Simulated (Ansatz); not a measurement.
**HfC: how much relativity matters**

Aim: hold the cell of HfC and change the physics step by step: no relativity; spin-orbit coupling on; point nuclei.

Computed with Ansatz 0.2.0 (DFT, at the level named in each step, unless a step's input says otherwise).

## Step 1: The starting structure

It takes space group Fm-3m (No. 225, cubic). The conventional cell has a = 4.650 Å, b = 4.650 Å, c = 4.650 Å, α = 90.00°, β = 90.00°, γ = 90.00°. Hf (site symmetry m-3m) is surrounded by 6 C at 2.33 Å. C (site symmetry m-3m) has 6 Hf at 2.33 Å in its first shell of neighbours.

As a file:

```xyz
2
Lattice="0.0000 2.3250 2.3250 2.3250 0.0000 2.3250 2.3250 2.3250 0.0000" Properties=species:S:1:pos:R:3 pbc="T T T"
Hf    2.3250    2.3250    2.3250
C     0.0000    0.0000    0.0000
```

The geometry is a database entry used as it stands. It may stem from high pressure or temperature, or be incomplete, so it serves as a test cell.

Atoms are numbered in the order of the input: Hf1, C2.

## Step 2: No relativity, LAPW

input.yaml

```yaml
crystal:
  lattice:
    - [0.0, 2.325, 2.325]
    - [2.325, 0.0, 2.325]
    - [2.325, 2.325, 0.0]
  atoms:
    - { symbol: Hf, position: [0.5, 0.5, 0.5] }
    - { symbol: C, position: [0.0, 0.0, 0.0] }
kpoints:
  mp_grid: { grid: [15, 15, 15] }
  band_path:
    path:
      - [0.0, 0.0, 0.0]
      - [0.5, 0.0, 0.5]
      - [0.625, 0.25, 0.625]
      - [0.375, 0.375, 0.75]
      - [0.0, 0.0, 0.0]
      - [0.5, 0.5, 0.5]
      - [0.5, 0.25, 0.75]
      - [0.5, 0.0, 0.5]
    npoints: 5
scf:
  occupations: { method: fermi_dirac, width: 0.05 }
hamiltonian:
  xc: pbe
  pseudopotentials:
    kind: all_electron
    lapw: { basis_error: 0.001 }
    relativity: none
output:
  forces: true
  stress: true
  eigenvalues: true
```

Started as:

```console
$ ansatz run input.yaml --threads 1 --pin off --max-ram 2048MiB --backend cpu --events-out ev --progress --plain --runs-dir out
```

## Step 3: Spin-orbit coupling on, LAPW

Changes to input.yaml since step 2:

```diff
@@ -25,6 +25,3 @@
   xc: pbe
-  pseudopotentials:
-    kind: all_electron
-    lapw: { basis_error: 0.001 }
-    relativity: none
+  pseudopotentials: { kind: all_electron, lapw: { basis_error: 0.001 } }
 output:
@@ -33 +30,4 @@
   eigenvalues: true
+magnetization:
+  noncollinear: true
+  spin_orbit: true
```

## Step 4: Spin-orbit coupling on, PAW

Changes to input.yaml since step 3:

```diff
@@ -25,3 +25,3 @@
   xc: pbe
-  pseudopotentials: { kind: all_electron, lapw: { basis_error: 0.001 } }
+  pseudopotentials: { kind: paw_fr }
 output:
@@ -30,2 +30,3 @@
   eigenvalues: true
+  efg: { contact_densities: true }
 magnetization:
```

## Step 5: Point nuclei, LAPW

input.yaml

```yaml
crystal:
  lattice:
    - [0.0, 2.325, 2.325]
    - [2.325, 0.0, 2.325]
    - [2.325, 2.325, 0.0]
  atoms:
    - { symbol: Hf, position: [0.5, 0.5, 0.5] }
    - { symbol: C, position: [0.0, 0.0, 0.0] }
kpoints:
  mp_grid: { grid: [15, 15, 15] }
scf:
  occupations: { method: fermi_dirac, width: 0.05 }
hamiltonian:
  xc: pbe
  pseudopotentials:
    kind: all_electron
    lapw: { basis_error: 0.001 }
    nuclear_model: point
output:
  forces: true
  stress: true
  eigenvalues: true
```

## Step 6: Point nuclei, crystal datasets

Changes to input.yaml since step 5:

```diff
@@ -14,6 +14,3 @@
   xc: pbe
-  pseudopotentials:
-    kind: all_electron
-    lapw: { basis_error: 0.001 }
-    nuclear_model: point
+  pseudopotentials: { kind: all_electron, datasets: crystal, nuclear_model: point }
 output:
@@ -22 +19,2 @@
   eigenvalues: true
+  efg: { contact_densities: true }
```

(Steps that only read results are left out.)

**Question.** What will these runs give? Wanted: pressure, no relativity, LAPW; pressure, spin-orbit coupling on, LAPW; pressure, point nuclei, LAPW.

As calculated:

| quantity | value |
| --- | --- |
| pressure, no relativity, LAPW | 11.86 GPa |
| pressure, spin-orbit coupling on, LAPW | -0.38 GPa |
| pressure, point nuclei, LAPW | 0.25 GPa |

**Reading.** Going from no relativity to the scalar-relativistic run with point nuclei moves the pressure by -11.61 GPa; the heaviest element has Z = 72. From that run, spin-orbit coupling moves the pressure by -0.62 GPa. With spin-orbit coupling: in pressure, PAW differs from LAPW by -0.07 GPa.
